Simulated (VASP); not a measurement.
# AlN (F-43m) in VASP: notebook

The runs below take AlN through single point, with PBEsol.

All numbers are computed with VASP 6.6.1; they aren't measurements. Logs are shortened: lines on timing, memory, paths and dates and some standing lists are left out, and cuts for length are marked.

### Step 1. The structure

It takes space group F-43m (No. 216, cubic). Conventional cell: a = 4.377 Å, b = 4.377 Å, c = 4.377 Å, α = 90.00°, β = 90.00°, γ = 90.00°. Al (site symmetry -43m) is surrounded by 4 N at 1.90 Å. N (site symmetry -43m) has 4 Al at 1.90 Å as nearest neighbours.

Measurements of this composition are mostly on another form, of space group No. 186.

### Step 2. Single point, PBEsol

INCAR reads:

```
PREC = Accurate
ENCUT = 700
EDIFF = 1E-6
ISMEAR = 0
SIGMA = 0.02
LREAL = F
LASPH = T
NELM = 60
ALGO = Fast
ISIF = 2
LWAVE = F
LCHARG = F
GGA = PS
NBANDS = 11
```

KPOINTS reads:

```
regular mesh
0
Gamma
  10 10 10
```

POSCAR reads:

```
AlN
1.0
    0.0000000000      2.1882900000      2.1882900000
    2.1882900000      0.0000000000      2.1882900000
    2.1882900000      2.1882900000      0.0000000000
Al N
1 1
Direct
    0.0000000000      0.0000000000      0.0000000000
    0.2500000000      0.2500000000      0.2500000000
```

Potentials or basis: VASP PAW PBE potentials, release 64 (Al, N).

On the command line:

```sh
$ cat potpaw_PBE.64/Al/POTCAR potpaw_PBE.64/N/POTCAR > POTCAR
$ mpirun -np 1 vasp_std > vasp.out
```

OUTCAR:

```text
PREC = Accurate
   ENCUT = 700
   EDIFF = 1E-6
   ISMEAR = 0
   LREAL = F
   LASPH = T
   NELM = 60
   ISIF = 2
   GGA = PS

 ion  position               nearest neighbor table
   1  0.000  0.000  0.000-   2 1.90   2 1.90   2 1.90   2 1.90
   2  0.250  0.250  0.250-   1 1.90   1 1.90   1 1.90   1 1.90

  LATTYP: Found a face centered cubic cell.
 ALAT       =     4.3765800000

  Lattice vectors:

 A1 = (   0.0000000000,   2.1882900000,   2.1882900000)
 A2 = (   2.1882900000,   0.0000000000,   2.1882900000)
 A3 = (   2.1882900000,   2.1882900000,   0.0000000000)

Analysis of symmetry for initial positions (statically):
=====================================================================
 Subroutine PRICEL returns:
 Original cell was already a primitive cell.

 Routine SETGRP: Setting up the symmetry group for a
 face centered cubic supercell.

 Subroutine GETGRP returns: Found 24 space group operations
 (whereof 24 operations were pure point group operations)
 out of a pool of 48 trial point group operations.

The static configuration has the point symmetry T_d .

Analysis of symmetry for dynamics (positions and initial velocities):
=====================================================================
 Subroutine PRICEL returns:
 Original cell was already a primitive cell.

 Routine SETGRP: Setting up the symmetry group for a
 face centered cubic supercell.

 Subroutine GETGRP returns: Found 24 space group operations
 (whereof 24 operations were pure point group operations)
 out of a pool of 48 trial point group operations.

The dynamic configuration has the point symmetry T_d .

 Subroutine INISYM returns: Found 24 space group operations
 (whereof 24 operations are pure point group operations),
 and found     1 'primitive' translations

----------------------------------------------------------------------------------------

                                     Primitive cell

  volume of cell :      20.9577

  direct lattice vectors                    reciprocal lattice vectors
     0.000000000  2.188290000  2.188290000    -0.228488911  0.228488911  0.228488911
     2.188290000  0.000000000  2.188290000     0.228488911 -0.228488911  0.228488911
     2.188290000  2.188290000  0.000000000     0.228488911  0.228488911 -0.228488911

  length of vectors
     3.094709396  3.094709396  3.094709396     0.395754404  0.395754404  0.395754404

  position of ions in fractional coordinates (direct lattice)
     0.000000000  0.000000000  0.000000000
     0.250000000  0.250000000  0.250000000

  ion indices of the primitive-cell ions
   primitive index   ion index
                 1           1
                 2           2

----------------------------------------------------------------------------------------

 KPOINTS: regular mesh

Automatic generation of k-mesh.
 Grid dimensions read from file:
 generate k-points for:   10   10   10

 Generating k-lattice:

  Cartesian coordinates                     Fractional coordinates (reciprocal lattice)
    -0.022848891  0.022848891  0.022848891     0.100000000  0.000000000  0.000000000
     0.022848891 -0.022848891  0.022848891     0.000000000  0.100000000  0.000000000
     0.022848891  0.022848891 -0.022848891     0.000000000  0.000000000  0.100000000

  Length of vectors
     0.039575440  0.039575440  0.039575440

  Shift w.r.t. Gamma in fractional coordinates (k-lattice)
     0.000000000  0.000000000  0.000000000

 Subroutine IBZKPT returns following result:
 ===========================================

 Found     47 irreducible k-points:

 Following reciprocal coordinates:
            Coordinates               Weight
  0.000000  0.000000  0.000000      1.000000
  0.100000  0.000000  0.000000      8.000000
  0.200000  0.000000  0.000000      8.000000
  0.300000  0.000000  0.000000      8.000000
  0.400000  0.000000  0.000000      8.000000
  0.500000  0.000000  0.000000      4.000000
[... 16 lines left out ...]
  0.300000  0.300000  0.000000      6.000000
  0.400000  0.300000  0.000000     24.000000
 [... further k-points ...]
   k-points           NKPTS =     47   k-points in BZ     NKDIM =     47   number of bands    NBANDS=     11
   number of dos      NEDOS =    301   number of ions     NIONS =      2
   total plane-waves  NPLWV =  21952
   dimension x,y,z NGX =    28 NGY =   28 NGZ =   28
   dimension x,y,z NGXF=    56 NGYF=   56 NGZF=   56
   ions per type =               1   1
   NGX,Y,Z   is equivalent  to a cutoff of  15.04, 15.04, 15.04 a.u.
   NGXF,Y,Z  is equivalent  to a cutoff of  30.08, 30.08, 30.08 a.u.
 SYSTEM =  unknown system
   PREC   = accura    normal or accurate (medium, high low for compatibility)
   ISTART =      0    job   : 0-new  1-cont  2-samecut
   ICHARG =      2    charge: 1-file 2-atom 10-const
   ISPIN  =      1    spin polarized calculation?
   LNONCOLLINEAR =      F non collinear calculations
   LSORBIT =      F    spin-orbit coupling
   LASPH  =      T    aspherical Exc in radial PAW
   ENCUT  =  700.0 eV  51.45 Ry    7.17 a.u.   6.68  6.68  6.68*2*pi/ulx,y,z
   NELM   =     60;   NELMIN=  2; NELMDL= -5     # of ELM steps
   EDIFF  = 0.1E-05   stopping-criterion for ELM
   LREAL  =      F    real-space projection
   EDIFFG = 0.1E-04   stopping-criterion for IOM
   NSW    =      0    number of steps for IOM
   IBRION =     -1    ionic relax: 0-MD 1-quasi-New 2-CG
   NFREE  =      0    steps in history (QN), initial steepest desc. (CG)
   ISIF   =      2    stress and relaxation
   ISYM   =      2    0-nonsym 1-usesym 2-fastsym
   POTIM  = 0.5000    time-step for ionic-motion
   TEBEG  =    0.0;   TEEND  =   0.0 temperature during run
   PSTRESS=    0.0 pullay stress
   NELECT =       8.0000    total number of electrons
   NUPDOWN=      -1.0000    fix difference up-down
   EMIN   =  10.00;   EMAX   =-10.00  energy-range for DOS
   EFERMI =   0.00;   METHOD = LEGACY
   ISMEAR =     0;   SIGMA  =   0.02  broadening in eV -4-tet -1-fermi 0-gaus
   EFERMI_NEDOS =   21; number of points for ismear=-14 and -15
   IALGO  =     68    algorithm
   IMIX   =      4    mixing-type and parameters
     AMIX     =   0.40;   BMIX     =  1.00
     AMIX_MAG =   1.60;   BMIX_MAG =  1.00
  volume/ion in A,a.u.               =      10.48        70.71
  Fermi-wavevector in a.u.,A,eV,Ry     =   1.187563  2.244168 19.188373  1.410306
  Thomas-Fermi vector in A             =   2.323711
   LORBIT       =      0    0 simple, 1 ext, 2 COOP (PROOUT), +10 PAW based schemes
   GGA     = PS    functional components
   LHFCALC =     F    Hartree Fock is set to
   AEXX    =    0.0000 exact exchange contribution
   IVDW    =     0    specifies the selected vdW correction
   LEPSILON=     F    determine dielectric tensor
   LRPA    =     F    only Hartree local field effects (RPA)
 non-spin polarized calculation
 RMM-DIIS sequential band-by-band and
 Gauss-broadening in eV      SIGMA  =   0.02
  energy-cutoff  :      700.00
  volume of cell :       20.96
 maximum number of plane-waves:       903
   NGX = 13   NGY = 13   NGZ = 13

 number of electron       7.9999999 magnetization

 Free energy of the ion-electron system (eV)
  ---------------------------------------------------
  ext. energy  EPLUGINS =         0.00000000
  ---------------------------------------------------
  free energy    TOTEN  =       -15.61645486 eV

  energy without entropy =      -15.61645486  energy(sigma->0) =      -15.61645486

 E-fermi :   5.9438     XC(G=0): -11.1040

 val. band max:        5.8207298611   @ k =   0.0000   0.0000   0.0000
 cond. band min:       9.0070650868   @ k =   0.5000   0.5000   0.0000
 fundamental gap:      3.1863352257
 Fermi energy:         5.9437952770

 k-point     1 :       0.0000    0.0000    0.0000
  band No.  band energies     occupation
      1      -9.1029      2.00000
      2       5.8207      2.00000
      3       5.8207      2.00000
      4       5.8207      2.00000
      5       9.9041      0.00000
      6      18.2331      0.00000
      7      18.2331      0.00000
      8      18.2331      0.00000
      9      23.3621      0.00000
     10      23.3622      0.00000
     11      24.7039      0.00000

 k-point     2 :       0.1000    0.0000    0.0000
  band No.  band energies     occupation
      1      -8.9558      2.00000
      2       5.0004      2.00000
      3       5.7688      2.00000
      4       5.7688      2.00000
      5      10.5697      0.00000
      6      17.8427      0.00000
      7      18.3667      0.00000
      8      18.3667      0.00000
      9      22.0911      0.00000
     10      22.0911      0.00000
     11      23.8977      0.00000

 k-point     3 :       0.2000    0.0000    0.0000
  band No.  band energies     occupation
      1      -8.5370      2.00000
      2       3.3884      2.00000
      3       5.6395      2.00000
      4       5.6395      2.00000
      5      11.6899      0.00000
      6      17.0417      0.00000
      7      18.2964      0.00000
      8      18.2964      0.00000
      9      21.5578      0.00000
     10      21.5578      0.00000
     11      23.0267      0.00000

 k-point     4 :       0.3000    0.0000    0.0000
  band No.  band energies     occupation
      1      -7.9274      2.00000
      2       1.7372      2.00000
      3       5.4915      2.00000
      4       5.4915      2.00000
      5      12.5196      0.00000
      6      16.2870      0.00000
      7      17.6362      0.00000
      8      17.6362      0.00000
      9      22.6104      0.00000
     10      22.6104      0.00000
     11      22.8384      0.00000

 k-point     5 :       0.4000    0.0000    0.0000
  band No.  band energies     occupation
      1      -7.3154      2.00000
      2       0.4461      2.00000
      3       5.3801      2.00000
      4       5.3801      2.00000
      5      12.9362      0.00000
      6      15.7515      0.00000
      7      17.0394      0.00000
      8      17.0394      0.00000
      9      23.2555      0.00000
     10      24.4265      0.00000
     11      24.4265      0.00000
[... 211 lines left out ...]
 k-point    21 :      -0.3000    0.2000    0.0000
  band No.  band energies     occupation
      1      -7.1604      2.00000
      2       1.1926      2.00000
      3       3.6103      2.00000
      4       5.2995      2.00000
      5      13.5837      0.00000
      6      14.7346      0.00000
      7      17.4580      0.00000
      8      17.9836      0.00000
      9      22.0490      0.00000
     10      24.3293      0.00000
     11      26.9113      0.00000

 k-point    22 :      -0.2000    0.2000    0.0000
  band No.  band energies     occupation
      1      -7.7272      2.00000
      2       2.0421      2.00000
      3       4.1170      2.00000
      4       5.5659      2.00000
      5      13.2638      0.00000
      6      15.6287      0.00000
      7      17.0697      0.00000
      8      18.1757      0.00000
      9      20.6327      0.00000
     10      24.0628      0.00000
     11      26.9743      0.00000

 k-point    23 :       0.3000    0.3000    0.0000
  band No.  band energies     occupation
      1      -7.5491      2.00000
      2       2.2887      2.00000
      3       4.5742      2.00000
      4       4.5742      2.00000
      5      11.0255      0.00000
      6      15.3585      0.00000
      7      17.5556      0.00000
      8      20.1602      0.00000
      9      20.1602      0.00000
     10      26.0428      0.00000
     11      29.3960      0.00000

 k-point    24 :       0.4000    0.3000    0.0000
  band No.  band energies     occupation
      1      -7.0814      2.00000
      2       1.6517      2.00000
      3       4.1071      2.00000
      4       4.4099      2.00000
      5      10.6092      0.00000
      6      15.1913      0.00000
      7      17.9262      0.00000
      8      20.2457      0.00000
      9      20.7492      0.00000
     10      26.9520      0.00000
     11      29.1843      0.00000

 [... further k-points ...]

------------------------ aborting loop because EDIFF is reached ----------------------------------------

  FORCE on cell =-STRESS in cart. coord.  units (eV):
  Direction    XX          YY          ZZ          XY          YZ          ZX
  --------------------------------------------------------------------------------------
  -------------------------------------------------------------------------------------
  Total        0.0108315      0.0108315      0.0108315      0.0000000      0.0000000     -0.0000000
  in kB        0.8280452      0.8280452      0.8280452      0.0000000      0.0000000     -0.0000000
  external PRESSURE =       0.8280452 kB  Pullay stress =       0.0000000 kB

 VOLUME and BASIS-vectors are now :
 -----------------------------------------------------------------------------
  energy-cutoff  :      700.00
  volume of cell :       20.96
      direct lattice vectors                 reciprocal lattice vectors
     0.000000000  2.188290000  2.188290000    -0.228488911  0.228488911  0.228488911
     2.188290000  0.000000000  2.188290000     0.228488911 -0.228488911  0.228488911
     2.188290000  2.188290000  0.000000000     0.228488911  0.228488911 -0.228488911

 POSITION                                       TOTAL-FORCE (eV/Angst)
 -----------------------------------------------------------------------------------
      0.00000      0.00000      0.00000         0.000000      0.000000     -0.000000
      1.09414      1.09414      1.09414        -0.000000     -0.000000      0.000000
 -----------------------------------------------------------------------------------
    total drift:                                0.000000      0.000000      0.000000

  FREE ENERGIE OF THE ION-ELECTRON SYSTEM (eV)
  ---------------------------------------------------
  free  energy   TOTEN  =       -15.6164548573 eV

  energy  without entropy=      -15.6164548573  energy(sigma->0) =      -15.61645486
```

Run time: 10 s. Hardware: 1 thread of Intel Xeon Platinum 8488C (Sapphire Rapids), shared host; peak memory 0.15 GiB.

Results:

```yaml
Free_energy: -15.6165 eV
Pressure: 0.1 GPa
Band_gap_on_the_k_mesh: 3.19 eV, indirect (least direct gap 4.08 eV)
```

Levels at points of the mesh, in eV from the valence-band top:
```
           k point  band 1  band 2  band 3  band 4  band 5  band 6  band 7  band 8  band 9
(0.00, 0.00, 0.00)  -14.92    0.00    0.00    0.00    4.08   12.41   12.41   12.41   17.54
(0.50, 0.00, 0.00)  -12.86   -5.89   -0.48   -0.48    7.24    9.73   11.00   11.00   17.75
(0.50, 0.50, 0.00)  -12.22   -4.93   -1.78   -1.78    3.19    8.45   13.80   15.56   15.56
```

Caveat: the PAW data sets were made with another functional, which shifts forces and pressure a little. A k mesh can miss the band edges.

### Step 3. Single point, PBEsol

INCAR: that of step 2 with these lines changed.

```diff
@@ -1,3 +1,3 @@
 PREC = Accurate
-ENCUT = 700
+ENCUT = 520
 EDIFF = 1E-6
```

KPOINTS reads:

```
regular mesh
0
Gamma
  14 14 14
```

POSCAR is that of step 2.

Potentials or basis: VASP PAW PBE potentials, release 64 (Al, N).

On the command line:

```sh
$ cat potpaw_PBE.64/Al/POTCAR potpaw_PBE.64/N/POTCAR > POTCAR
$ mpirun -np 1 vasp_std > vasp.out
```

Wall time 8.8 s (1 thread of Intel Xeon Platinum 8488C (Sapphire Rapids), shared host); peak memory 0.14 GiB.

It converged, with:

| Item | Value |
| --- | --- |
| Free energy | -15.6114 eV |
| Pressure | 0.1 GPa |
| Band gap on the k mesh | 3.18 eV, indirect (least direct gap 4.08 eV) |

Levels at points of the mesh, in eV from the valence-band top:
```csv
k point,band 2,band 3,band 4,band 5,band 6,band 7
"(0.00, 0.00, 0.00)",0.00,0.00,0.00,4.08,12.41,12.41
"(0.50, 0.00, 0.00)",-5.89,-0.48,-0.48,7.23,9.73,11.00
"(0.50, 0.50, 0.00)",-4.93,-1.78,-1.78,3.18,8.45,13.79
```

Caveat: the PAW data sets were made with another functional, which shifts forces and pressure a little. A hybrid or GW would open this gap; PBEsol tends to underestimate it.

### Step 4. Single point, PBEsol

INCAR: that of step 3 with these lines changed.

```diff
@@ -4,3 +4,3 @@
 ISMEAR = 0
-SIGMA = 0.02
+SIGMA = 0.5
 LREAL = F
```

KPOINTS reads:

```
regular mesh
0
Gamma
  10 10 10
```

POSCAR is that of step 3.

On the command line:

```sh
$ cat potpaw_PBE.64/Al/POTCAR potpaw_PBE.64/N/POTCAR > POTCAR
$ mpirun -np 1 vasp_std > vasp.out
```

Run time: 4.7 s. Hardware: 1 thread of Intel Xeon Platinum 8488C (Sapphire Rapids), shared host; peak memory 0.13 GiB.

Results (log left out):

```
Free energy            : -15.6114 eV
Pressure               : 0.1 GPa
Band gap on the k mesh : 3.18 eV, indirect (least direct gap 4.08 eV)
```

Levels at points of the mesh, in eV from the valence-band top:
```
           k point  band 2  band 3  band 4  band 5  band 6  band 7
(0.00, 0.00, 0.00)    0.00    0.00    0.00    4.08   12.41   12.41
(0.50, 0.00, 0.00)   -5.89   -0.48   -0.48    7.23    9.73   11.00
(0.50, 0.50, 0.00)   -4.93   -1.78   -1.78    3.18    8.45   13.79
```

Caveat: the PAW data sets were made with another functional, which shifts forces and pressure a little. A k mesh can miss the band edges.

### Step 5. The runs side by side

| k mesh | cutoff (eV) | smearing | gap on the mesh (eV) | pressure (GPa) |
| --- | --- | --- | --- | --- |
| 10 × 10 × 10 | 700 | gaussian 0.02 eV | 3.19 | 0.1 |
| 14 × 14 × 14 | 520 | gaussian 0.02 eV | 3.18 | 0.1 |
| 10 × 10 × 10 | 520 | gaussian 0.5 eV | 3.18 | 0.1 |

Alike in all rows: task single point; level PBEsol; potentials or basis VASP PAW PBE potentials, release 64 (Al, N); no spin polarisation; cell as given.

On the cell as given the gap runs from 3.18 eV (PBEsol) to 3.19 eV (PBEsol); the meshes differ, which moves gaps too.

Caveats: the PAW data sets were made with another functional, which shifts forces and pressure a little.

Absolute energies hang on the potentials; compare differences alone.
